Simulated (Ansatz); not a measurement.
The system is GaN.

```
Ga N
1.0
     0.00000    2.25350    2.25350
     2.25350    0.00000    2.25350
     2.25350    2.25350    0.00000
Ga N
1 1
Direct
  0.00000 0.00000 0.00000
  0.25000 0.25000 0.25000
```

The cell is a database's computed one.

Base run:

* Program: Ansatz 0.2.0
* Functional: PBE
* Potentials or basis: Ansatz PAW
* Cutoff: 420 eV (not typed: the program's choice for these potentials)
* k mesh: 10 × 10 × 10
* Occupations: fermi-dirac, width 0.05 eV
* Spin: no spin polarisation

Its results: band gap on the k mesh 1.72 eV, direct; pressure 5.0 GPa.

Q: The run is repeated on the same cell with these changes: functional from PBE to RPBE. What comes out?

A: Band gap on the k mesh 1.75 eV, direct; pressure 9.2 GPa.

RPBE binds less tightly than PBE, so the same cell stands under more pressure.

Caveats: the PAW data sets come from PBE, with cores solved anew for the run's functional, which leaves a small shift of forces and pressure (some runs).
